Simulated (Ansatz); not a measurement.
Zincblende SiC, relaxed with r2SCAN in Ansatz. Space group F-43m (No. 216), cubic; conventional cell a = 4.356 Å, 10.33 Å³ an atom. Si is surrounded by 4 C at 1.89 Å; C is surrounded by 4 Si at 1.89 Å.

The axes x, y and z are those of this cell:
```
CELL_PARAMETERS angstrom
0.00000 2.17805 2.17805
2.17805 0.00000 2.17805
2.17805 2.17805 0.00000
ATOMIC_POSITIONS crystal
Si 0.00000 0.00000 0.00000
C 0.25000 0.25000 0.25000
```

Unstrained: The PBE gap is indirect, 1.358 eV (Γ to X), below the direct gap of 4.547 eV at X. The r2SCAN gap is indirect, 1.713 eV (Γ to X), below the direct gap of 5.048 eV at X. With HSE06 the valence top lies at Γ and the conduction bottom at X, 2.227 eV higher; the smallest vertical gap, at X, is 5.720 eV. Meshes: PBE 10×10×10, r2SCAN 10×10×10, HSE06 8×8×8. Strains are changes of length per length. After each strain the atoms were relaxed again with r2SCAN within the symmetry that the strain leaves, so tilts or polar shifts that break it weren't tested; points keep the names that they have in the unstrained zone. Spin-unpolarised throughout; all numbers are computed.

Q: Estimate what biaxial -0.31 % in x and y, z held does to the gap.

A: PBE: the gap goes from 1.358 to 1.336 eV (-0.022 eV); with r2SCAN the top three valence levels at Γ, degenerate before, become 2+1 from the top over 22 meV. r2SCAN: the gap goes from 1.713 to 1.692 eV (-0.021 eV). HSE06: the gap goes from 2.227 to 2.206 eV (-0.021 eV). The r2SCAN energy rises by 0.4 meV an atom.

Q: One strain changed the r2SCAN stress by xx -13.58, yy -3.85, zz -3.85 GPa (compression positive) and the gap by -0.142 eV (PBE), -0.157 eV (r2SCAN), -0.159 eV (HSE06). Which kind of strain was it, and roughly how large?

A: Uniaxial +3.35 % along x, other directions held. The pattern of the stress gives the kind; the size needs the stiffness, so it is an estimate.

Q: Apply epitaxial -1.13 % in the plane normal to [111], free normal strain +0.22 %. How far does the gap move, against the unstrained cell?

A: PBE: the gap goes from 1.358 to 1.288 eV (-0.070 eV); with r2SCAN the top three valence levels at Γ, degenerate before, become 2+1 from the top over 143 meV. r2SCAN: the gap goes from 1.713 to 1.646 eV (-0.067 eV). HSE06: the gap goes from 2.227 to 2.163 eV (-0.064 eV). The r2SCAN energy rises by 5.3 meV an atom.

The meshes of the hybrids are coarse, so their gaps aren't converged to the digits shown.

The splittings at Γ are without spin-orbit coupling, which regroups them where it is of like size or larger.
